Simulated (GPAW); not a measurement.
# SnSe in GPAW: equation of state

Aim: energy against volume of SnSe in PBE, for its equilibrium volume and stiffness.

All numbers are computed with GPAW 26.7.0; they aren't measurements. Logs are shortened: lines on timing, memory, paths and dates and some standing lists are left out, and cuts for length are marked. The log counts tension as positive stress, the text compression.

## (1) The slab as given

The cell holds a slab with vacuum, 4 atoms: a = 4.285 Å, b = 4.285 Å, c = 10.991 Å, α = 90.00°, β = 90.00°, γ = 90.00°.

## (2) Equation of state, PBE

File run.py:

```python
from ase.eos import EquationOfState
from ase.io import Trajectory, read
from ase.units import GPa
from gpaw import GPAW, PW

atoms = read('SnSe.xyz')

traj = Trajectory('eos.traj', 'w')
volumes, energies = [], []
for x in [0.94, 0.96, 0.98, 1.0, 1.02, 1.04, 1.06]:
    a = atoms.copy()
    a.set_cell(atoms.cell * x**(1 / 3), scale_atoms=True)
    calc = GPAW(mode=PW(600),
                xc='PBE',
                kpts={'size': (6, 6, 3), 'gamma': True},
                occupations={'name': 'fermi-dirac', 'width': 0.05},
                nbands=33,
                convergence={'density': 1e-05, 'energy': 1e-05},
                maxiter=150,
                txt=f'eos-{x:.2f}.txt')
    a.calc = calc
    energies.append(a.get_potential_energy(force_consistent=True))
    volumes.append(a.get_volume())
    p = -a.get_stress()[:3].mean() / GPa
    calc.write(f'eos-{x:.2f}.gpw')
    traj.write(a)
    print(f'{x:.2f} {volumes[-1]:10.4f} A^3 {energies[-1]:14.6f} eV {p:9.3f} GPa', flush=True)

v0, e0, B = EquationOfState(volumes, energies, eos='birchmurnaghan').fit()
print(f'V0 = {v0:.4f} A^3, E0 = {e0:.6f} eV, B0 = {B / GPa:.2f} GPa')
```

File SnSe.xyz:

```xyz
4
Lattice="4.2853274191 0.0000000000 0.0000000000 0.0000000000 4.2853274191 0.0000000000 0.0000000000 0.0000000000 10.9906921300" Properties=species:S:1:pos:R:3 pbc="T T T"
Sn     0.0000000000      2.1426637096      6.8996365802
Sn     2.1426637096      0.0000000000      4.0910555498
Se     0.0000000000      2.1426637096      4.2199917555
Se     2.1426637096      0.0000000000      6.7707003745
```

Potentials or basis: GPAW PAW data sets (gpaw-data 1.2.1), pw.

On the command line:

```bash
> OMP_NUM_THREADS=1 python run.py
```

Log:

```text
__  _  _
 | _ |_)|_||  |
 |__||  | ||/\| - 26.7.0

Input parameters:
  mode=PW(ecut=600.0),
  convergence={'density': 1e-05, 'energy': 1e-05},
  kpts=MonkhorstPack(size=(6, 6, 3), gamma=True),
  maxiter=150,
  nbands=33,
  occupations=Occupations(name='fermi-dirac', width=0.05),
  xc=XC(name='PBE')

Diagonalizing LCAO Hamiltonian
Converting LCAO to pw mode
    .---------.
   /|         |
  / |         |
 *  |         |
 |  |         |
 |  |         |
 | Sn         |
 |  |         |
 |  | Se      |
 |  |         |
 | Se         |
 |  | Sn      |
 |  |         |
 |  .---------.
 | /         /
 |/         /
 *---------*

Atoms  # Å, Bohr magnetons
|   | symbol |        x |        y |        z |    initial magnetic moments |
|---|--------|----------|----------|----------|-----------------------------|
| 0 |     Sn | 0.000000 | 2.098924 | 6.758788 | ( 0.0000,  0.0000,  0.0000) |
| 1 |     Sn | 2.098924 | 0.000000 | 4.007541 | ( 0.0000,  0.0000,  0.0000) |
| 2 |     Se | 0.000000 | 2.098924 | 4.133845 | ( 0.0000,  0.0000,  0.0000) |
| 3 |     Se | 2.098924 | 0.000000 | 6.632484 | ( 0.0000,  0.0000,  0.0000) |

Unit cell  # Å
| periodic |        x |        y |         z |   lengths |    angles |
|----------|----------|----------|-----------|-----------|-----------|
|      yes | 4.197847 | 0.000000 |  0.000000 |  4.197847 | 90.000000 |
|      yes | 0.000000 | 4.197847 |  0.000000 |  4.197847 | 90.000000 |
|      yes | 0.000000 | 0.000000 | 10.766329 | 10.766329 | 90.000000 |

Number of symmetries: 8
Symmetry operations  # r_c * U_cc + t_c -> r_c
|   | kind |            matrix            |
|---|------|------------------------------|
| 0 |  E   |  1, 0, 0,  0, 1, 0,  0, 0, 1 |
| 1 |  σ   |  1, 0, 0,  0,-1, 0,  0, 0, 1 |
| 2 |  C2  |  0, 1, 0,  1, 0, 0,  0, 0,-1 |
| 3 |  S4  |  0, 1, 0, -1, 0, 0,  0, 0,-1 |
| 4 |  S4  |  0,-1, 0,  1, 0, 0,  0, 0,-1 |
| 5 |  C2  |  0,-1, 0, -1, 0, 0,  0, 0,-1 |
| 6 |  σ   | -1, 0, 0,  0, 1, 0,  0, 0, 1 |
| 7 |  C2  | -1, 0, 0,  0,-1, 0,  0, 0, 1 |

BZ-sampling:
  Number of BZ points: 108
  Number of IBZ points: 20

  Monkhorst-Pack size: [6, 6, 3]
  Monkhorst-Pack shift: [0.08333333333333333, 0.08333333333333333, 0.0]

K-points  # in reciprocal-cell coordinates
|     |                                coordinates |     weight |
|-----|--------------------------------------------|------------|
|   0 | (  0.00000000,   0.00000000,   0.00000000) | 0.00925926 |
|   1 | (  0.00000000,   0.00000000,   0.33333333) | 0.01851852 |
|   2 | (  0.16666667,   0.00000000,   0.00000000) | 0.03703704 |
|   3 | (  0.16666667,   0.00000000,   0.33333333) | 0.07407407 |
|   4 | (  0.16666667,   0.16666667,   0.00000000) | 0.03703704 |
|   5 | (  0.16666667,   0.16666667,   0.33333333) | 0.07407407 |
|   6 | (  0.33333333,   0.00000000,   0.00000000) | 0.03703704 |
|   7 | (  0.33333333,   0.00000000,   0.33333333) | 0.07407407 |
|   8 | (  0.33333333,   0.16666667,   0.00000000) | 0.07407407 |
|   9 | (  0.33333333,   0.16666667,   0.33333333) | 0.14814815 |
| ... |                                            |            |
|  19 | (  0.50000000,   0.50000000,   0.33333333) | 0.01851852 |

Plane wave coefficients: 6363
Cutoff: 600.0 eV

Spin-components: 1 (collinear spins)
Bands:           33
Projectors:      22
Spin-degeneracy: 2
Datatype:        complex128

Density:
  Valence electrons: 40.0
  Components: 1
  Grid points: [24 24 63]
  Charge: 0.0  # |e|

Potential:
  Grid points: [24 24 63]

species:
  Sn:
    name:    Tin
    Z:       50.0
    valence: 14
    core:    36
    charge:  0.0  # [|e|]
    compensation charges:
      type: gauss
      rc: 0.38  # [Å]
      lmax: 2
    cutoffs:
      filter: 2.23  # [Å]
      core: 2.35  # [Å]
    projectors
    | kind |    occ | energy [eV] | rcut [Å] |
    |------|--------|-------------|----------|
    |   5s |  2.000 |     -10.538 |    1.201 |
    |   5p |  2.000 |      -3.696 |    1.270 |
    |   4d | 10.000 |     -25.845 |    1.185 |
    |    s |        |      16.674 |    1.201 |
    |    p |        |      23.515 |    1.270 |
    |    d |        |       1.367 |    1.185 |

    Using partial waves for Sn as LCAO basis

  Se:
    name:    Selenium
    Z:       34.0
    valence: 6
    core:    28
    charge:  0.0  # [|e|]
    compensation charges:
      type: gauss
      rc: 0.27  # [Å]
      lmax: 2
    cutoffs:
      filter: 1.77  # [Å]
      core: 2.67  # [Å]
    projectors
    | kind |    occ | energy [eV] | rcut [Å] |
    |------|--------|-------------|----------|
    |   4s |  2.000 |     -17.277 |    0.847 |
    |   4p |  4.000 |      -6.512 |    1.005 |
    |    s |        |       9.935 |    0.847 |
    |    p |        |      20.699 |    1.005 |
    |    d |        |       0.000 |    0.847 |

    Using partial waves for Se as LCAO basis

Reference energy: -468228.450875  # eV

eigensolver:
  PPCG
  Converge bands: occupied
  niter=2

density mixing:
  MSR1-Mixer
  Pratt-step length: 0.05
  Maximum mixing coefficient: 0.75
  Old densities: 10
  SVD Regularization: 0.005
  Good broyden scale: 1.0
  Trust region scale: 1.0
  Backstep threshold: 4.0
  History deletion threshold: 6.0
  Fourier metric: weight=20.0, sigma=0.015

occupation numbers:
  Fermi-Dirac:
    width: 0.0500  # eV

poisson solver:
  ecut: 4800.0  # eV

xc functional:
  name: PBE with 2 nearest neighbor stencil

convergence criteria:
- Maximum integral of absolute [dens]ity change: 1e-05 electrons / valence electron
- Maximum [total energy] change in last 3 cyles: 1e-05 eV / valence electron
- Maximum integral of absolute [eigenst]ate change: 4e-08 eV^2 / valence electron
maximum number of iterations: 150

SCF iterations
|iter     | |      energy | eigst |  dens |
|---------|-|-------------|-------|-------|
|iter:   1| |  -16.845171 | +0.01 |       |
|iter:   2| |  -16.785865 | -1.96 | -1.29 |
|iter:   3| |  -16.532343 | -2.04 | -1.33 |
|iter:   4| |  -16.530199 | -2.63 | -1.83 |
|iter:   5| |  -16.525028 | -3.36 | -2.25 |
|iter:   6| |  -16.525428 | -4.42 | -2.56 |
|iter:   7| |  -16.525461 | -5.44 | -3.32 |
|iter:   8| |  -16.525465c| -6.36 | -3.88 |
|iter:   9| |  -16.525465c| -7.27 | -4.71 |
|iter:  10| |  -16.525465c| -7.75c| -5.28c|

Converged in 10 steps
Energy contributions relative to reference atoms: (reference = -468228.450875)

Energy contributions:
  Kinetic:          35.567334
  Coulomb:         -34.532162
  Zero:             -0.067598
  External:          0.000000
  Xc:              -17.493039
  Entropy:          -0.000000
  Spinorbit:         0.000000
  ----------------------------
  Free energy:     -16.525465
  Extrapolated:    -16.525465

dipole moment: (-29.685182, -29.685182, 0.000092)  # |e|*Ang

Fermi level: 2.082
Eigenvalues  # (at kpt = [0.000, 0.000, 0.000])
| band index |      eig [eV] | occ [0-2] |
|------------|---------------|-----------|
|          0 |       -19.772 |     2.000 |
|        ... |               |           |
|         12 |        -4.981 |     2.000 |
|         13 |        -3.549 |     2.000 |
|         14 |        -2.219 |     2.000 |
|         15 |        -1.967 |     2.000 |
|         16 |        -1.967 |     2.000 |
|         17 |        -0.532 |     2.000 |
[... 8 lines left out ...]
|         26 |         7.018 |     0.000 |
|         27 |         7.411 |     0.000 |
|        ... |               |           |
|         32 |        10.098 |     0.000 |

Gap: 1.393 eV
Transition (v -> c):
  (s=0, k=7, n=19, [0.33, 0.00, 0.33]) -> (s=0, k=1, n=20, [0.00, 0.00, 0.33])
Direct/indirect transitions are different
Direct gap: 1.435 eV
Transition at: (s=0, k=7, n=19, [0.33, 0.00, 0.33])

Stress tensor  # eV/Ang^3
|         x |         y |         z |
|-----------|-----------|-----------|
| -0.014931 |  0.000000 |  0.000000 |
|  0.000000 | -0.014931 |  0.000000 |
|  0.000000 |  0.000000 | -0.016674 |

# Writing to eos-0.94.gpw (mode='')
```

stdout:

```text
0.94   189.7234 A^3     -16.525465 eV     2.485 GPa
0.96   193.7601 A^3     -16.579078 eV     1.767 GPa
0.98   197.7967 A^3     -16.615488 eV     1.121 GPa
1.00   201.8334 A^3     -16.636468 eV     0.539 GPa
1.02   205.8701 A^3     -16.643528 eV     0.016 GPa
1.04   209.9067 A^3     -16.638073 eV    -0.456 GPa
1.06   213.9434 A^3     -16.621327 eV    -0.880 GPa
V0 = 206.0588 A^3, E0 = -16.643543 eV, B0 = 25.23 GPa
```

eos-0.98.txt:

```text
SCF iterations
|iter     | |      energy | eigst |  dens |
|---------|-|-------------|-------|-------|
|iter:   1| |  -16.974121 | -0.05 |       |
|iter:   2| |  -16.901005 | -1.99 | -1.27 |
|iter:   3| |  -16.620307 | -2.01 | -1.32 |
|iter:   4| |  -16.619156 | -2.69 | -1.83 |
|iter:   5| |  -16.615146 | -3.40 | -2.24 |
[... 45 lines left out ...]
|        ... |               |           |
|         32 |         9.754 |     0.000 |

Gap: 1.491 eV
Transition (v -> c):
  (s=0, k=7, n=19, [0.33, 0.00, 0.33]) -> (s=0, k=7, n=20, [0.33, 0.00, 0.33])
No difference between direct/indirect transitions

Stress tensor  # eV/Ang^3
|         x |         y |         z |
|-----------|-----------|-----------|
| -0.006348 |  0.000000 |  0.000000 |
|  0.000000 | -0.006348 |  0.000000 |
|  0.000000 |  0.000000 | -0.008287 |

# Writing to eos-0.98.gpw (mode='')
```

Run time: 8.1 min. Hardware: 1 thread of Arm Neoverse V1, shared host; peak memory 0.63 GiB.

What came out:

- Equilibrium volume: 51.51 Å³/atom
- Bulk modulus at fixed shape and positions: 25 GPa
- Pressure derivative of the bulk modulus: 4.3

Energy against volume, from the lowest point:
```
volume (Å³/atom)  energy (meV/atom)
          47.431              29.52
          48.440              16.11
          49.449               7.01
          50.458               1.76
          51.468               0.00
          52.477               1.36
          53.486               5.55
```

Caveat: the cell was scaled at fixed shape and fractional positions, which overstates the stiffness of a crystal with free parameters, most of all of layers and chains.
